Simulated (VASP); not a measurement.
# ZrN (Fm-3m) in VASP: further runs

Runs on ZrN. Level: PBEsol. Tasks: single point.

Program: VASP 6.6.1. These are calculated values, not measurements. Logs are shortened: lines on timing, memory, paths and dates and some standing lists are left out, and cuts for length are marked.

**1. Starting point**

It takes space group Fm-3m (No. 225, cubic). The conventional cell has a = 4.553 Å, b = 4.553 Å, c = 4.553 Å, α = 90.00°, β = 90.00°, γ = 90.00°. Zr (site symmetry m-3m) has 6 N at 2.28 Å as nearest neighbours. Around N (site symmetry m-3m) lie 6 Zr at 2.28 Å.

The cell is a database's computed one.

**2. Single point, PBEsol**

INCAR

```
SYSTEM = ZrN
ALGO     = Fast           ! electronic algorithm
EDIFF    = 1E-6           ! SCF threshold, eV
ENCUT    = 700            ! plane-wave cutoff, eV
GGA      = PS             ! functional
ISIF     = 2              ! what is computed and relaxed
ISMEAR   = 0              ! smearing method
LASPH    = .TRUE.         ! aspherical terms in the spheres
LCHARG   = .TRUE.         ! write CHGCAR
LELF     = .TRUE.         ! ELF
LREAL    = .FALSE.        ! projectors in reciprocal space
LVHAR    = .TRUE.       
LWAVE    = .FALSE.        ! write WAVECAR
NBANDS   = 16             ! bands
NELM     = 60             ! most SCF steps
PREC     = Accurate       ! precision mode
SIGMA    = 0.1            ! smearing width, eV
```

KPOINTS

```
k-points
0
G
  16 16 16
  0 0 0
```

POSCAR

```
ZrN
1.0
    0.0000000000      2.2767300000      2.2767300000
    2.2767300000      0.0000000000      2.2767300000
    2.2767300000      2.2767300000      0.0000000000
Zr N
1 1
Direct
    0.5000000000      0.5000000000      0.5000000000
    1.0000000000      1.0000000000      0.0000000000
```

Potentials or basis: VASP PAW PBE potentials, release 64 (Zr_sv, N).

Launch:

```bash
> cat potpaw_PBE.64/Zr_sv/POTCAR potpaw_PBE.64/N/POTCAR > POTCAR
> mpirun -np 1 vasp_std > vasp.out
```

OUTCAR:

```text
SYSTEM = ZrN
   EDIFF = 1E-6
   ENCUT = 700
   GGA = PS
   ISIF = 2
   ISMEAR = 0
   LASPH = .TRUE.
   LREAL = .FALSE.
   NELM = 60
   PREC = Accurate

 ion  position               nearest neighbor table
   1  0.500  0.500  0.500-   2 2.28   2 2.28   2 2.28   2 2.28   2 2.28   2 2.28
   2  0.000  0.000  0.000-   1 2.28   1 2.28   1 2.28   1 2.28   1 2.28   1 2.28

  LATTYP: Found a face centered cubic cell.
 ALAT       =     4.5534600000

  Lattice vectors:

 A1 = (   0.0000000000,   2.2767300000,   2.2767300000)
 A2 = (   2.2767300000,   0.0000000000,   2.2767300000)
 A3 = (   2.2767300000,   2.2767300000,   0.0000000000)

Analysis of symmetry for initial positions (statically):
=====================================================================
 Subroutine PRICEL returns:
 Original cell was already a primitive cell.

 Routine SETGRP: Setting up the symmetry group for a
 face centered cubic supercell.

 Subroutine GETGRP returns: Found 48 space group operations
 (whereof 48 operations were pure point group operations)
 out of a pool of 48 trial point group operations.

The static configuration has the point symmetry O_h .

Analysis of symmetry for dynamics (positions and initial velocities):
=====================================================================
 Subroutine PRICEL returns:
 Original cell was already a primitive cell.

 Routine SETGRP: Setting up the symmetry group for a
 face centered cubic supercell.

 Subroutine GETGRP returns: Found 48 space group operations
 (whereof 48 operations were pure point group operations)
 out of a pool of 48 trial point group operations.

The dynamic configuration has the point symmetry O_h .

 Subroutine INISYM returns: Found 48 space group operations
 (whereof 48 operations are pure point group operations),
 and found     1 'primitive' translations

----------------------------------------------------------------------------------------

                                     Primitive cell

  volume of cell :      23.6029

  direct lattice vectors                    reciprocal lattice vectors
     0.000000000  2.276730000  2.276730000    -0.219613217  0.219613217  0.219613217
     2.276730000  0.000000000  2.276730000     0.219613217 -0.219613217  0.219613217
     2.276730000  2.276730000  0.000000000     0.219613217  0.219613217 -0.219613217

  length of vectors
     3.219782444  3.219782444  3.219782444     0.380381250  0.380381250  0.380381250

  position of ions in fractional coordinates (direct lattice)
     0.500000000  0.500000000  0.500000000
     0.000000000  0.000000000  0.000000000

  ion indices of the primitive-cell ions
   primitive index   ion index
                 1           1
                 2           2

----------------------------------------------------------------------------------------

 KPOINTS: k-points

Automatic generation of k-mesh.
 Grid dimensions read from file:
 generate k-points for:   16   16   16

 Generating k-lattice:

  Cartesian coordinates                     Fractional coordinates (reciprocal lattice)
    -0.013725826  0.013725826  0.013725826     0.062500000  0.000000000  0.000000000
     0.013725826 -0.013725826  0.013725826     0.000000000  0.062500000  0.000000000
     0.013725826  0.013725826 -0.013725826     0.000000000  0.000000000  0.062500000

  Length of vectors
     0.023773828  0.023773828  0.023773828

  Shift w.r.t. Gamma in fractional coordinates (k-lattice)
     0.000000000  0.000000000  0.000000000

 Subroutine IBZKPT returns following result:
 ===========================================

 Found    145 irreducible k-points:

 Following reciprocal coordinates:
            Coordinates               Weight
  0.000000  0.000000  0.000000      1.000000
  0.062500  0.000000  0.000000      8.000000
  0.125000  0.000000  0.000000      8.000000
  0.187500  0.000000  0.000000      8.000000
  0.250000  0.000000  0.000000      8.000000
  0.312500  0.000000  0.000000      8.000000
[... 16 lines left out ...]
 -0.125000  0.062500  0.000000     24.000000
 -0.062500  0.062500  0.000000     12.000000
 [... further k-points ...]
   k-points           NKPTS =    145   k-points in BZ     NKDIM =    145   number of bands    NBANDS=     16
   number of dos      NEDOS =    301   number of ions     NIONS =      2
   total plane-waves  NPLWV =  21952
   dimension x,y,z NGX =    28 NGY =   28 NGZ =   28
   dimension x,y,z NGXF=    56 NGYF=   56 NGZF=   56
   ions per type =               1   1
   NGX,Y,Z   is equivalent  to a cutoff of  14.46, 14.46, 14.46 a.u.
   NGXF,Y,Z  is equivalent  to a cutoff of  28.91, 28.91, 28.91 a.u.
 SYSTEM =  ZrN
   PREC   = accura    normal or accurate (medium, high low for compatibility)
   ISTART =      0    job   : 0-new  1-cont  2-samecut
   ICHARG =      2    charge: 1-file 2-atom 10-const
   ISPIN  =      1    spin polarized calculation?
   LNONCOLLINEAR =      F non collinear calculations
   LSORBIT =      F    spin-orbit coupling
   LASPH  =      T    aspherical Exc in radial PAW
   ENCUT  =  700.0 eV  51.45 Ry    7.17 a.u.   6.95  6.95  6.95*2*pi/ulx,y,z
   NELM   =     60;   NELMIN=  2; NELMDL= -5     # of ELM steps
   EDIFF  = 0.1E-05   stopping-criterion for ELM
   LREAL  =      F    real-space projection
   EDIFFG = 0.1E-04   stopping-criterion for IOM
   NSW    =      0    number of steps for IOM
   IBRION =     -1    ionic relax: 0-MD 1-quasi-New 2-CG
   NFREE  =      0    steps in history (QN), initial steepest desc. (CG)
   ISIF   =      2    stress and relaxation
   ISYM   =      2    0-nonsym 1-usesym 2-fastsym
   POTIM  = 0.5000    time-step for ionic-motion
   TEBEG  =    0.0;   TEEND  =   0.0 temperature during run
   PSTRESS=    0.0 pullay stress
   NELECT =      17.0000    total number of electrons
   NUPDOWN=      -1.0000    fix difference up-down
   EMIN   =  10.00;   EMAX   =-10.00  energy-range for DOS
   EFERMI =   0.00;   METHOD = LEGACY
   ISMEAR =     0;   SIGMA  =   0.10  broadening in eV -4-tet -1-fermi 0-gaus
   EFERMI_NEDOS =   21; number of points for ismear=-14 and -15
   IALGO  =     68    algorithm
   IMIX   =      4    mixing-type and parameters
     AMIX     =   0.40;   BMIX     =  1.00
     AMIX_MAG =   1.60;   BMIX_MAG =  1.00
  volume/ion in A,a.u.               =      11.80        79.64
  Fermi-wavevector in a.u.,A,eV,Ry     =   1.467471  2.773119 29.299765  2.153472
  Thomas-Fermi vector in A             =   2.583085
   LORBIT       =      0    0 simple, 1 ext, 2 COOP (PROOUT), +10 PAW based schemes
   GGA     = PS    functional components
   LHFCALC =     F    Hartree Fock is set to
   AEXX    =    0.0000 exact exchange contribution
   IVDW    =     0    specifies the selected vdW correction
   LEPSILON=     F    determine dielectric tensor
   LRPA    =     F    only Hartree local field effects (RPA)
 non-spin polarized calculation
 RMM-DIIS sequential band-by-band and
 Gauss-broadening in eV      SIGMA  =   0.10
  energy-cutoff  :      700.00
  volume of cell :       23.60
 maximum number of plane-waves:      1010
   NGX = 13   NGY = 13   NGZ = 13

 number of electron      17.0000000 magnetization

 Free energy of the ion-electron system (eV)
  ---------------------------------------------------
  ext. energy  EPLUGINS =         0.00000000
  ---------------------------------------------------
  free energy    TOTEN  =       -21.56016442 eV

  energy without entropy =      -21.55644031  energy(sigma->0) =      -21.55830237

 E-fermi :  12.0765     XC(G=0): -12.7884

 val. band max:       12.0697601032   @ k =  -0.1250   0.0625   0.0000
 cond. band min:      12.0784323475   @ k =  -0.1250   0.0625   0.0000
 fundamental gap:      0.0086722443
 Fermi energy:        12.0765128985

 k-point     1 :       0.0000    0.0000    0.0000
  band No.  band energies     occupation
      1     -37.3077      2.00000
      2     -14.9350      2.00000
      3     -14.9350      2.00000
      4     -14.9350      2.00000
      5      -4.2047      2.00000
      6       9.4266      2.00000
[... 8 lines left out ...]
     15      21.2248      0.00000
     16      35.0087      0.00000

 k-point     2 :       0.0625    0.0000    0.0000
  band No.  band energies     occupation
      1     -37.3018      2.00000
      2     -14.9898      2.00000
      3     -14.9389      2.00000
      4     -14.9389      2.00000
      5      -4.1190      2.00000
      6       9.0704      2.00000
[... 8 lines left out ...]
     15      21.5030      0.00000
     16      33.9469      0.00000

 k-point     3 :       0.1250    0.0000    0.0000
  band No.  band energies     occupation
      1     -37.2849      2.00000
      2     -15.1423      2.00000
      3     -14.9501      2.00000
      4     -14.9501      2.00000
      5      -3.8760      2.00000
      6       8.2644      2.00000
[... 8 lines left out ...]
     15      22.2714      0.00000
     16      32.2199      0.00000

 k-point     4 :       0.1875    0.0000    0.0000
  band No.  band energies     occupation
      1     -37.2596      2.00000
      2     -15.3617      2.00000
      3     -14.9667      2.00000
      4     -14.9667      2.00000
      5      -3.5128      2.00000
      6       7.3200      2.00000
[... 8 lines left out ...]
     15      23.3279      0.00000
     16      30.6742      0.00000
[... 324 lines left out ...]
 k-point    22 :      -0.1875    0.0625    0.0000
  band No.  band energies     occupation
      1     -37.2456      2.00000
      2     -15.4516      2.00000
      3     -15.0213      2.00000
      4     -14.9561      2.00000
      5      -3.3341      2.00000
      6       6.8484      2.00000
[... 8 lines left out ...]
     15      23.8501      0.00000
     16      29.1284      0.00000

 k-point    23 :      -0.1250    0.0625    0.0000
  band No.  band energies     occupation
      1     -37.2725      2.00000
      2     -15.2302      2.00000
      3     -14.9945      2.00000
      4     -14.9422      2.00000
      5      -3.7079      2.00000
      6       7.7092      2.00000
[... 8 lines left out ...]
     15      22.8095      0.00000
     16      30.8326      0.00000

 k-point    24 :      -0.0625    0.0625    0.0000
  band No.  band energies     occupation
      1     -37.2922      2.00000
      2     -15.0655      2.00000
      3     -14.9656      2.00000
      4     -14.9362      2.00000
      5      -3.9834      2.00000
      6       8.5108      2.00000
[... 8 lines left out ...]
     15      21.9431      0.00000
     16      32.6918      0.00000

 [... further k-points ...]
[... 5 lines left out ...]
  --------------------------------------------------------------------------------------
  -------------------------------------------------------------------------------------
  Total        0.0119714      0.0119714      0.0119714     -0.0000000     -0.0000000      0.0000000
  in kB        0.8126292      0.8126292      0.8126292     -0.0000000     -0.0000000      0.0000000
  external PRESSURE =       0.8126292 kB  Pullay stress =       0.0000000 kB

 VOLUME and BASIS-vectors are now :
 -----------------------------------------------------------------------------
  energy-cutoff  :      700.00
  volume of cell :       23.60
      direct lattice vectors                 reciprocal lattice vectors
     0.000000000  2.276730000  2.276730000    -0.219613217  0.219613217  0.219613217
     2.276730000  0.000000000  2.276730000     0.219613217 -0.219613217  0.219613217
     2.276730000  2.276730000  0.000000000     0.219613217  0.219613217 -0.219613217

 POSITION                                       TOTAL-FORCE (eV/Angst)
 -----------------------------------------------------------------------------------
      2.27673      2.27673      2.27673        -0.000000     -0.000000      0.000000
      0.00000      0.00000      0.00000         0.000000      0.000000     -0.000000
 -----------------------------------------------------------------------------------
    total drift:                                0.000000      0.000000      0.000000

  FREE ENERGIE OF THE ION-ELECTRON SYSTEM (eV)
  ---------------------------------------------------
  free  energy   TOTEN  =       -21.5601644249 eV

  energy  without entropy=      -21.5564403082  energy(sigma->0) =      -21.55830237
```

Run time: 88 s. Hardware: 1 thread of AMD EPYC 7R13 (Zen 3), shared host; peak memory 0.19 GiB.

What came out:

| Quantity | Value |
| --- | --- |
| Free energy | -21.5602 eV |
| Pressure | 0.1 GPa |
| Band gap on the k mesh | none (metal or under the smearing width) |

Levels at points of the mesh, in eV from the Fermi level:
```tsv
k point	band 7	band 8	band 9	band 10	band 11	band 12
(0.00, 0.00, 0.00)	-2.65	-2.65	-0.42	-0.42	-0.42	1.63
(0.50, 0.00, 0.00)	-5.78	-5.78	3.15	3.22	3.22	4.81
(0.50, 0.50, 0.00)	-3.60	-3.14	-3.14	3.49	4.73	4.73
```

Caveat: the PAW data sets were made with another functional, which shifts forces and pressure a little.

(Part 1 of 3 ends here.)
